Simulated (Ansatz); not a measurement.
Crystal: Si2W.

```
CELL_PARAMETERS angstrom
4.61685 0.00000 0.00000
-2.30843 3.99831 0.00000
0.00000 0.00000 6.65322
ATOMIC_POSITIONS crystal
W 0.50000 0.00000 0.50000
W 0.50000 0.50000 0.83333
W 0.00000 0.50000 0.16667
Si 0.32725 0.16363 0.16667
Si 0.83637 0.16363 0.83333
Si 0.16363 0.32725 0.50000
Si 0.67275 0.83637 0.16667
Si 0.16363 0.83637 0.83333
Si 0.83637 0.67275 0.50000
```

Measurements of this composition are mostly on another form, of space group No. 139.

Base run:

```yaml
Program: Ansatz 0.2.0
Functional: LDA
Potentials_or_basis: Ansatz PAW
Cutoff: "420 eV (not typed: the program's choice for these potentials)"
k_mesh: 5 × 5 × 3
Occupations: fermi-dirac, width 0.05 eV
Spin: no spin polarisation
Hubbard_terms: W d U = 2 eV
```

Its results: band gap on the k mesh 0.54 eV, indirect (least direct gap 1.01 eV); pressure -9.7 GPa; largest force 0.057 eV/Å.

Q: After a change of settings the same cell gave: band gap on the k mesh 1.16 eV, indirect (least direct gap 1.71 eV); pressure -10.1 GPa; largest force 0.021 eV/Å. Which change was it?
A. hubbard terms from W d U = 2 eV to W d U = 8 eV
B. hubbard terms from W d U = 2 eV to none; hubbard projectors from ortho-atomic (the default) to none
C. hubbard terms from W d U = 2 eV to W d U = 3 eV

A: A.

Caveats: odd divisions of the mesh miss points on the zone boundary, where band edges often lie, so the gap on the mesh can be too wide; spin-orbit coupling is left out, which moves the levels of the heavy elements; the PAW data sets come from PBE, with cores solved anew for the run's functional, which leaves a small shift of forces and pressure; the U is typed as a test and isn't derived for this compound.

Runs at the PBE level aren't shown here.
